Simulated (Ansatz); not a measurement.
## Trigonal deformation path in HfN

The calculation used DFT PBEsol, scalar-relativistic, plane waves, PAW in Ansatz 0.2.0. Cutoff 420 eV, Γ-centred 20×20×20 k-points, Gaussian smearing of 0.15 eV. Spin–orbit coupling is left out, which can shift energies with elements as heavy as these. No spin polarisation. Energies are free energies at this smearing, counted from the undisturbed cell; pressure is positive in compression.

Reference structure (as given, not relaxed at this level; it stands at -3.0 GPa):

```xyz
2
Lattice="0.0000 2.2590 2.2590 2.2590 0.0000 2.2590 2.2590 2.2590 0.0000" Properties=species:S:1:pos:R:3 pbc="T T T"
Hf    0.0000    0.0000    0.0000
N     2.2590    2.2590    2.2590
```

At fixed volume and fractional coordinates, lengths along (0.577, 0.577, 0.577) are scaled against those across it; ρ is that ratio over its starting value. The cell is metallic on the mesh throughout. At ρ = 0.500 the cell becomes cubic (Pm-3m), and there the slope of the energy vanishes by symmetry.

```
    ρ  ΔE (meV/atom) pressure (GPa)
0.500         1003.3           -13.3
0.600          945.0            -8.4
0.710          620.1            -4.3
0.850          162.6            -3.0
0.930           31.6            -3.0
1.000            0.0            -3.0
1.080           34.8            -2.8
1.200          216.7            -1.5
1.410          895.0             2.1
1.700         2177.6            10.1
2.000         3338.3            25.4
```